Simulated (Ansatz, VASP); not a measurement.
# Ru in VASP and in Ansatz

The input INCAR:

```
SYSTEM = Ru
ALGO = Normal
EDIFF = 1E-7
ENCUT = 520
GGA = PE
ISIF = 2
ISMEAR = -1
LASPH = .True.
LCHARG = .True.
LELF = .True.
LREAL = .False.
LVHAR = .True.
LWAVE = .False.
NBANDS = 21
NELM = 100
PREC = Accurate
SIGMA = 0.03
```

File KPOINTS:

```
k-points
0
Gamma
  14 14 8
  0 0 0
```

File POSCAR:

```
Ru
1.0
    2.7194306515      0.0000000000      0.0000000000
   -1.3597153257      2.3550960281      0.0000000000
    0.0000000000      0.0000000000      4.2390810000
Ru
2
Direct
    0.3333333333      0.6666666667      0.2500000000
    0.6666666667      0.3333333333      0.7500000000
```

Input for Ansatz:

```yaml
crystal:
  lattice:
    - [2.7194306515, 0.0, 0.0]
    - [-1.3597153257, 2.3550960281, 0.0]
    - [0.0, 0.0, 4.239081]
  atoms:
    - { symbol: Ru, position: [0.3333333333, 0.6666666667, 0.25] }
    - { symbol: Ru, position: [0.6666666667, 0.3333333333, 0.75] }
kpoints:
  mp_grid: { grid: [14, 14, 8] }
scf:
  occupations: { method: fermi_dirac, width: 0.03 }
hamiltonian:
  xc: pbe
  pseudopotentials: { kind: all_electron, lapw: { basis_error: 0.001 } }
output:
  forces: true
  stress: true
  eigenvalues: true
```

Change from the starting cell: z stretched by -1 % at fixed volume.

Alike in both runs: task single point; functional PBE; k mesh 14 × 14 × 8; occupations fermi-dirac, width 0.03 eV; no spin polarisation.

```csv
,VASP,Ansatz
version,VASP 6.6.1,Ansatz 0.2.0
potentials or method,"VASP PAW PBE potentials, release 64 (Ru_pv)","all-electron LAPW, scalar-relativistic"
plane-wave cutoff (eV),520,see its input
```

VASP gave:

| Item | Value |
| --- | --- |
| pressure (GPa) | 4.7 |
| largest component of the traceless stress (GPa) | 3.74 |

Question: What did Ansatz give for the same quantities?

Answer: Pressure (GPa): 4.8; largest component of the traceless stress (GPa): 3.71.

Ansatz ran all-electron here, so the differences hold the error of VASP's frozen core and of both bases.
